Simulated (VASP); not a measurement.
Set up this calculation in VASP 6.6.1, as the native input.

| Item | Value |
| --- | --- |
| Task | single point |
| Functional | PBE |
| Potentials or basis | VASP PAW PBE potentials, release 64 (Zr_sv, B) |
| Cutoff | 520 eV |
| k mesh | 12 × 12 × 9 |
| Occupations | fermi-dirac, width 0.05 eV |
| Spin | no spin polarisation |
| Dipole correction | no |
| Further INCAR settings | ALGO = Fast; EDIFF = 1e-07; NBANDS = 16 |

The structure of ZrB2 lies in POSCAR:

```
ZrB2
1.0
    3.1708021520      0.0000000000      0.0000000000
   -1.5854010760      2.7459952140      0.0000000000
    0.0000000000      0.0000000000      3.5433252006
Zr B
1 2
Direct
    0.0000000000      0.0000000000      0.0000000000
    0.3333333333      0.6666666667      0.5000000000
    0.6666666667      0.3333333333      0.5000000000
```

The cell isn't the ideal one: cell and atoms relaxed from 1.04 times the given volume.

The input as run:

INCAR

```
SYSTEM = ZrB2
ALGO = Fast ; EDIFF = 1E-7
ENCUT = 520 ; GGA = PE
ISIF = 2 ; ISMEAR = -1
LASPH = .TRUE. ; LCHARG = .TRUE.
LELF = .TRUE. ; LREAL = .FALSE.
LVHAR = .TRUE. ; LWAVE = .FALSE.
NBANDS = 16 ; NELM = 100
PREC = Accurate ; SIGMA = 0.05
```

KPOINTS

```
k-points
0
G
  12 12 9
  0 0 0
```

Potentials or basis: VASP PAW PBE potentials, release 64 (Zr_sv, B).

Command:

```console
$ cat potpaw_PBE.64/Zr_sv/POTCAR potpaw_PBE.64/B/POTCAR > POTCAR
$ mpirun -np 1 vasp_std > vasp.out
```

Results of the run:

```json
{
 "Pressure": "0.1 GPa",
 "Band gap on the k mesh": "none (metal or under the smearing width)"
}
```

It took 32 s on 1 thread of Intel(R) Xeon(R) 6975P-C (Granite Rapids), on a shared host, peak memory 0.17 GiB.
